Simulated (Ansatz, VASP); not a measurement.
**BAs: VASP beside Ansatz**

```
B As
1.0
     0.00000    2.38850    2.38850
     2.38850    0.00000    2.38850
     2.38850    2.38850    0.00000
B As
1 1
Cartesian
  0.0000 0.0000 0.0000
  3.5827 3.5827 3.5827
```

Alike in both runs: task single point; functional r2SCAN; k mesh 12 × 12 × 12; occupations gaussian, width 0.05 eV; no spin polarisation.

|  | VASP | Ansatz |
| --- | --- | --- |
| version | VASP 6.6.1 | Ansatz 0.2.0 |
| potentials or method | VASP PAW PBE potentials, release 64 (B, As) | scalar-relativistic, plane waves, PAW |
| plane-wave cutoff (eV) | 520 | 500 |
| valence electrons in the cell | 8 | 18 |

```csv
,VASP,Ansatz,Ansatz less VASP
gap on the k mesh at the Fermi level (eV),1.38,1.38,0.000
least direct gap on the mesh (eV),3.45,3.44,-0.004
pressure (GPa),0.9,0.6,-0.25
```

The two sets of potentials don't hold the same shells in valence.

Caveats: the PAW data sets were made with another functional, which shifts forces and pressure a little (VASP). A k mesh can miss the band edges. r2SCAN opens gaps a little over a GGA but as a rule still falls short of measured ones.
